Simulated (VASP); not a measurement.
# Sc: single point with LDA

Sc:

```
Sc
1.0
     0.00000    2.35564    2.27050
     2.35564    0.00000    2.27050
     2.35564    2.35564    0.00000
Sc
1
Direct
  0.00000 0.00000 0.00000
```

The cell isn't the ideal one: strain +0.0375 x Voigt [1, 1, 0, 0, 0, 0], atoms carried along.

```json
{
  "Program": "VASP 6.6.1",
  "Task": "single point",
  "Functional": "LDA",
  "Potentials or basis": "VASP PAW LDA potentials, release 64 (Sc_sv)",
  "Cutoff": "520 eV",
  "k mesh": "18 × 18 × 18",
  "Occupations": "gaussian, width 0.15 eV",
  "Spin": "no spin polarisation",
  "Dipole correction": "no",
  "Further INCAR settings": "ALGO = Fast; EDIFF = 1e-06; NBANDS = 12"
}
```

The pressure is -5.7 GPa. The band gap on the k mesh is none (metal or under the smearing width).

Stress tensor (GPa, compression positive):
```
-6.00  0.00  0.00
 0.00 -6.00  0.00
 0.00  0.00 -5.00
```

Levels at points of the mesh, in eV from the Fermi level:
| k point | band 3 | band 4 | band 5 | band 6 | band 7 | band 8 |
| --- | --- | --- | --- | --- | --- | --- |
| (0.00, 0.00, 0.00) | -27.65 | -27.65 | -5.10 | 1.42 | 1.42 | 1.65 |
| (0.50, 0.00, 0.00) | -27.71 | -27.69 | -1.76 | 0.28 | 1.26 | 1.52 |
| (0.50, 0.50, 0.00) | -27.80 | -27.80 | -1.45 | -0.68 | 2.26 | 3.68 |
| (0.50, 0.00, 0.50) | -27.79 | -27.77 | -1.51 | -0.60 | 1.74 | 3.68 |

Wall time 3.2 min on 1 thread of Intel(R) Xeon(R) Platinum 8375C CPU @ 2.90GHz (Ice Lake), on a shared host, peak memory 0.24 GiB.
